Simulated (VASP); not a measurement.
# Ga (Im-3m) in VASP: notebook, part 3 of 3

VASP 6.6.1. Earlier steps stand in the parts before.

## 5. Relaxation of cell and atoms, PBE

This run uses another cell than the first one, of 19.24 Å³/atom, 1.067 times its volume.

INCAR

```
ALGO     = Normal         # electronic algorithm
EDIFF    = 1E-7           # SCF threshold, eV
EDIFFG   = -0.005         # ionic threshold
ENCUT    = 600            # plane-wave cutoff, eV
GGA      = PE             # functional
IBRION   = 2              # ionic algorithm
ISIF     = 3              # what is computed and relaxed
ISMEAR   = 1              # smearing method
LASPH    = True           # aspherical terms in the spheres
LCHARG   = False          # write CHGCAR
LREAL    = False          # projectors in reciprocal space
LWAVE    = False          # write WAVECAR
NELM     = 80             # most SCF steps
NSW      = 90             # ionic steps
PREC     = Accurate       # precision mode
SIGMA    = 0.1            # smearing width, eV
```

KPOINTS

```
k-points
0
Gamma
  16 16 16
```

POSCAR

```
Ga                                      
1.0
   -1.6880889944      1.6880889944      1.6880889944
    1.6880889944     -1.6880889944      1.6880889944
    1.6880889944      1.6880889944     -1.6880889944
  Ga            
     1
Direct
     0.0000000000000000    0.0000000000000000    0.0000000000000000
```

Potentials or basis: VASP PAW PBE potentials, release 64 (Ga_d).

The run is started by

```bash
cat potpaw_PBE.64/Ga_d/POTCAR > POTCAR
mpirun -np 1 vasp_std > vasp.out
```

OUTCAR:

```text
EDIFF = 1E-7
   EDIFFG = -0.005
   ENCUT = 600
   GGA = PE
   IBRION = 2
   ISIF = 3
   ISMEAR = 1
   LASPH = True
   LREAL = False
   NELM = 80
   NSW = 90
   PREC = Accurate

 ion  position               nearest neighbor table
   1  0.000  0.000  0.000-

  LATTYP: Found a body centered cubic cell.
 ALAT       =     3.3761779888

  Lattice vectors:

 A1 = (  -1.6880889944,   1.6880889944,   1.6880889944)
[... 495 lines left out ...]

 [... further k-points ...]

------------------------ aborting loop because EDIFF is reached ----------------------------------------

  FORCE on cell =-STRESS in cart. coord.  units (eV):
  Direction    XX          YY          ZZ          XY          YZ          ZX
  --------------------------------------------------------------------------------------
  -------------------------------------------------------------------------------------
  Total        0.0017106      0.0017106      0.0017106     -0.0000000     -0.0000000      0.0000000
  in kB        0.1424379      0.1424379      0.1424379     -0.0000000     -0.0000000      0.0000000
  external PRESSURE =       0.1424379 kB  Pullay stress =       0.0000000 kB

 VOLUME and BASIS-vectors are now :
 -----------------------------------------------------------------------------
  energy-cutoff  :      600.00
  volume of cell :       19.24
      direct lattice vectors                 reciprocal lattice vectors
    -1.688088994  1.688088994  1.688088994     0.000000000  0.296192915  0.296192915
     1.688088994 -1.688088994  1.688088994     0.296192915  0.000000000  0.296192915
     1.688088994  1.688088994 -1.688088994     0.296192915  0.296192915  0.000000000

 POSITION                                       TOTAL-FORCE (eV/Angst)
 -----------------------------------------------------------------------------------
      0.00000      0.00000      0.00000        -0.000000     -0.000000     -0.000000
 -----------------------------------------------------------------------------------
    total drift:                               -0.000000      0.000000      0.000000

  FREE ENERGIE OF THE ION-ELECTRON SYSTEM (eV)
  ---------------------------------------------------
  free  energy   TOTEN  =        -2.8662584265 eV

  energy  without entropy=       -2.8656125204  energy(sigma->0) =       -2.86604312

 reached required accuracy - stopping structural energy minimisation
```

OSZICAR:

```text
N       E                     dE             d eps       ncg     rms          rms(c)
DAV:   1     0.357792914254E+02    0.35779E+02   -0.75621E+03  3028   0.243E+03
DAV:   2    -0.168641983423E+01   -0.37466E+02   -0.36690E+02  2964   0.243E+02
DAV:   3    -0.288219207722E+01   -0.11958E+01   -0.11927E+01  3360   0.418E+01
DAV:   4    -0.289228485838E+01   -0.10093E-01   -0.10090E-01  3362   0.391E+00
DAV:   5    -0.289241425261E+01   -0.12939E-03   -0.12939E-03  3482   0.401E-01    0.778E-01
DAV:   6    -0.287167543482E+01    0.20739E-01   -0.40192E-02  3318   0.425E+00    0.392E-01
DAV:   7    -0.286678740703E+01    0.48880E-02   -0.80814E-03  4298   0.154E+00    0.106E-01
DAV:   8    -0.286625412946E+01    0.53328E-03   -0.63355E-04  3502   0.506E-01    0.752E-03
DAV:   9    -0.286625728725E+01   -0.31578E-05   -0.68560E-06  4170   0.423E-02    0.336E-03
DAV:  10    -0.286625845150E+01   -0.11643E-05   -0.36185E-07  3318   0.762E-03    0.249E-04
DAV:  11    -0.286625842649E+01    0.25012E-07   -0.17850E-09  1862   0.516E-04
   1 F= -.28662584E+01 E0= -.28660431E+01  d E =-.286626E+01
```

CONTCAR:

```text
Ga
   1.00000000000000
    -1.6880889943999999    1.6880889943999999    1.6880889943999999
     1.6880889943999999   -1.6880889943999999    1.6880889943999999
     1.6880889943999999    1.6880889943999999   -1.6880889943999999
  Ga
     1
Direct
     0.0000000000000000    0.0000000000000000    0.0000000000000000

  0.00000000E+00  0.00000000E+00  0.00000000E+00
```

Run time: 10 s. Hardware: 1 thread of Intel Xeon Platinum 8488C (Sapphire Rapids), shared host; peak memory 0.16 GiB.

Results:

```yaml
Free_energy: -2.8663 eV
Pressure_after_relaxing: 0.0 GPa
Band_gap_on_the_k_mesh: none (metal or under the smearing width)
```

Final structure:
```cif
data_structure
_symmetry_space_group_name_H-M 'P 1'
_symmetry_Int_Tables_number 1
_cell_length_a 2.9239
_cell_length_b 2.9239
_cell_length_c 2.9239
_cell_angle_alpha 109.471
_cell_angle_beta 109.471
_cell_angle_gamma 109.471
_cell_volume 19.24
loop_
_atom_site_label
_atom_site_type_symbol
_atom_site_fract_x
_atom_site_fract_y
_atom_site_fract_z
_atom_site_occupancy
Ga1 Ga 0.00000 0.00000 0.00000 1
```

Levels at points of the mesh, in eV from the Fermi level:
```csv
k point,band 3,band 4,band 5,band 6,band 7,band 8,band 9,band 10
"(0.00, 0.00, 0.00)",-14.92,-14.75,-14.75,-10.90,12.32,12.32,12.32,16.97
"(0.50, 0.00, 0.00)",-14.76,-14.75,-14.63,-4.49,-3.65,6.90,8.92,11.33
"(0.50, 0.50, 0.50)",-14.66,-14.66,-14.66,1.28,1.60,1.60,1.60,5.73
```

Caveat: the relaxation stopped at its first step, so nothing moved.

## 6. Relaxation of cell and atoms, LDA

INCAR

```
PREC = Accurate
ENCUT = 600
EDIFF = 1E-6
ISMEAR = 1
SIGMA = 0.1
LREAL = F
LASPH = T
NELM = 80
ALGO = Normal
ISIF = 3
LWAVE = F
LCHARG = F
IBRION = 2
NSW = 90
EDIFFG = -0.01
```

KPOINTS

```
Automatic mesh
0
Gamma
  16 16 16
```

POSCAR

```
Ga
1.0
   -1.6518001400      1.6518001400      1.6518001400
    1.6518001400     -1.6518001400      1.6518001400
    1.6518001400      1.6518001400     -1.6518001400
Ga
1
Direct
    0.0000000000      0.0000000000      0.0000000000
```

Potentials or basis: VASP PAW LDA potentials, release 64 (Ga_d).

The run is started by

```bash
cat potpaw_LDA.64/Ga_d/POTCAR > POTCAR
mpirun -np 1 vasp_std > vasp.out
```

Wall time 11 s (1 thread of Intel Xeon 6975P-C (Granite Rapids), shared host); peak memory 0.16 GiB.

Results (log left out):

```yaml
Free_energy: -3.5324 eV
Relaxed_volume: 17.43 Å³/atom
Relaxed_cell: a = 2.829 Å, b = 2.829 Å, c = 2.829 Å, α = 109.47°, β = 109.47°, γ = 109.47°
Space_group_after_relaxing_to_0.05_Å: Im-3m (No. 229)
Energy_gained_by_relaxing: 4.0 meV/atom
Ionic_steps: 2
Pressure_after_relaxing: -0.1 GPa
Band_gap_on_the_k_mesh: none (metal or under the smearing width)
```

Step by step:
```tsv
step	energy change (eV)	largest force (eV/Å)	pressure (GPa)	volume (Å³)
1	0.0000	0.0000	-2.05	18.03
2	-0.0040	0.0000	-0.08	17.43
```

Final structure:
```
Ga
1.0
    -1.63340    1.63340    1.63340
     1.63340   -1.63340    1.63340
     1.63340    1.63340   -1.63340
Ga
1
Direct
  0.00000 0.00000 0.00000
```

Levels at points of the mesh, in eV from the Fermi level:
| k point | band 2 | band 3 | band 4 | band 5 | band 6 | band 7 | band 8 | band 9 | band 10 |
| --- | --- | --- | --- | --- | --- | --- | --- | --- | --- |
| (0.00, 0.00, 0.00) | -15.09 | -15.09 | -14.86 | -14.86 | -11.66 | 13.38 | 13.38 | 13.38 | 18.03 |
| (0.50, 0.00, 0.00) | -15.17 | -14.88 | -14.86 | -14.72 | -4.56 | -4.07 | 7.39 | 9.48 | 11.98 |
| (0.50, 0.50, 0.50) | -15.22 | -14.76 | -14.76 | -14.76 | 1.62 | 1.62 | 1.62 | 1.98 | 5.99 |

## 7. Relaxation of cell and atoms, LDA

This run uses another cell than the first one, of 17.43 Å³/atom, 0.967 times its volume.

Edit INCAR of step 6 so:

```diff
@@ -2,3 +2,3 @@
 ENCUT = 600
-EDIFF = 1E-6
+EDIFF = 1E-7
 ISMEAR = 1
@@ -14,2 +14,2 @@
 NSW = 90
-EDIFFG = -0.01
+EDIFFG = -0.005
```

KPOINTS is that of step 6.

POSCAR

```
Ga                                      
1.0
   -1.6333960012      1.6333960012      1.6333960012
    1.6333960012     -1.6333960012      1.6333960012
    1.6333960012      1.6333960012     -1.6333960012
  Ga            
     1
Direct
     0.0000000000000000    1.0000000000000000    1.0000000000000000
```

Potentials or basis: VASP PAW LDA potentials, release 64 (Ga_d).

The run is started by

```bash
cat potpaw_LDA.64/Ga_d/POTCAR > POTCAR
mpirun -np 1 vasp_std > vasp.out
```

OUTCAR:

```text
PREC = Accurate
   ENCUT = 600
   EDIFF = 1E-7
   ISMEAR = 1
   LREAL = F
   LASPH = T
   NELM = 80
   ISIF = 3
   IBRION = 2
   NSW = 90
   EDIFFG = -0.005

 ion  position               nearest neighbor table
   1  0.000  0.000  0.000-

  LATTYP: Found a body centered cubic cell.
 ALAT       =     3.2667920024

  Lattice vectors:

 A1 = (  -1.6333960012,   1.6333960012,   1.6333960012)
 A2 = (   1.6333960012,  -1.6333960012,   1.6333960012)
 A3 = (   1.6333960012,   1.6333960012,  -1.6333960012)

Analysis of symmetry for initial positions (statically):
=====================================================================
 Subroutine PRICEL returns:
 Original cell was already a primitive cell.

 Routine SETGRP: Setting up the symmetry group for a
 body centered cubic supercell.

 Subroutine GETGRP returns: Found 48 space group operations
 (whereof 48 operations were pure point group operations)
 out of a pool of 48 trial point group operations.

The static configuration has the point symmetry O_h .

Analysis of symmetry for dynamics (positions and initial velocities):
=====================================================================
 Subroutine PRICEL returns:
 Original cell was already a primitive cell.

[... 223 lines left out ...]
--------------------------------------- Ionic step        3  -------------------------------------------

 number of electron      13.0000005 magnetization

 Free energy of the ion-electron system (eV)
  ---------------------------------------------------
  ext. energy  EPLUGINS =         0.00000000
  ---------------------------------------------------
  free energy    TOTEN  =        -3.53218502 eV

  energy without entropy =       -3.53155827  energy(sigma->0) =       -3.53197611

 E-fermi :   6.0739     XC(G=0): -11.7459

 val. band max:        6.0472733531   @ k =  -0.4375   0.5000   0.3125
 cond. band min:       6.0827429661   @ k =   0.2500   0.2500   0.1875
 fundamental gap:      0.0354696131
 Fermi energy:         6.0738919974

 k-point     1 :       0.0000    0.0000    0.0000
  band No.  band energies     occupation
      1      -9.0185      2.00000
      2      -9.0185      2.00000
      3      -9.0185      2.00000
      4      -8.7908      2.00000
      5      -8.7908      2.00000
      6      -5.5955      2.00000
      7      19.4662      0.00000
      8      19.4662      0.00000
      9      19.4662      0.00000
     10      24.1191      0.00000
[... 287 lines left out ...]
 k-point    24 :       0.2500    0.1875    0.0000
  band No.  band energies     occupation
      1      -9.0855      2.00000
      2      -9.0105      2.00000
      3      -8.8267      2.00000
      4      -8.8198      2.00000
      5      -8.7457      2.00000
      6      -1.3517      2.00000
      7       7.5754     -0.00000
      8       9.6533      0.00000
      9      14.5881      0.00000
     10      20.9458      0.00000

 [... further k-points ...]

------------------------ aborting loop because EDIFF is reached ----------------------------------------

  FORCE on cell =-STRESS in cart. coord.  units (eV):
  Direction    XX          YY          ZZ          XY          YZ          ZX
  --------------------------------------------------------------------------------------
  -------------------------------------------------------------------------------------
  Total       -0.0029598     -0.0029598     -0.0029598     -0.0000000      0.0000000      0.0000000
  in kB       -0.2723842     -0.2723842     -0.2723842     -0.0000000      0.0000000      0.0000000
  external PRESSURE =      -0.2723842 kB  Pullay stress =       0.0000000 kB
[... 16 lines left out ...]
  FREE ENERGIE OF THE ION-ELECTRON SYSTEM (eV)
  ---------------------------------------------------
  free  energy   TOTEN  =        -3.5321850230 eV

  energy  without entropy=       -3.5315582692  energy(sigma->0) =       -3.53197611

 reached required accuracy - stopping structural energy minimisation
```

Wall time 14 s (1 thread of Intel Xeon 6975P-C (Granite Rapids), shared host); peak memory 0.15 GiB.

Results:

| Quantity | Value |
| --- | --- |
| Free energy | -3.5322 eV |
| Relaxed volume | 17.41 Å³/atom |
| Relaxed cell | a = 2.828 Å, b = 2.828 Å, c = 2.828 Å, α = 109.47°, β = 109.47°, γ = 109.47° |
| Space group after relaxing (to 0.05 Å) | Im-3m (No. 229) |
| Energy gained by relaxing | 0.0 meV/atom |
| Ionic steps | 3 |
| Pressure after relaxing | 0.0 GPa |
| Band gap on the k mesh | none (metal or under the smearing width) |

Final structure:
```
Ga
1.0
    -1.63271    1.63271    1.63271
     1.63271   -1.63271    1.63271
     1.63271    1.63271   -1.63271
Ga
1
Direct
  0.00000 0.00000 0.00000
```

Levels at points of the mesh, in eV from the Fermi level:
```
           k point  band 2  band 3  band 4  band 5  band 6  band 7  band 8  band 9  band 10
(0.00, 0.00, 0.00)  -15.09  -15.09  -14.86  -14.86  -11.67   13.39   13.39   13.39    18.05
(0.50, 0.00, 0.00)  -15.18  -14.88  -14.86  -14.72   -4.56   -4.07    7.40    9.49    11.99
(0.50, 0.50, 0.50)  -15.22  -14.76  -14.76  -14.76    1.62    1.62    1.62    1.99     5.99
```

## 8. Summary

```tsv
level	potentials or basis	gap on the mesh (eV)	pressure (GPa)
r2SCAN	VASP PAW PBE potentials, release 64 (Ga_d)	none	0.0
PBE	VASP PAW PBE potentials, release 64 (Ga_d)	none	0.0
LDA	VASP PAW LDA potentials, release 64 (Ga_d)	none	0.0
```

Alike in all rows: task relaxation of cell and atoms; no spin polarisation; cell relaxed; k mesh 16 × 16 × 16; cutoff (eV) 600; smearing methfessel-paxton 0.1 eV.

Caveats: the relaxation stopped at its first step, so nothing moved (some runs); the PAW data sets were made with another functional, which shifts forces and pressure a little (some runs).

Absolute energies hang on the potentials; compare differences alone.
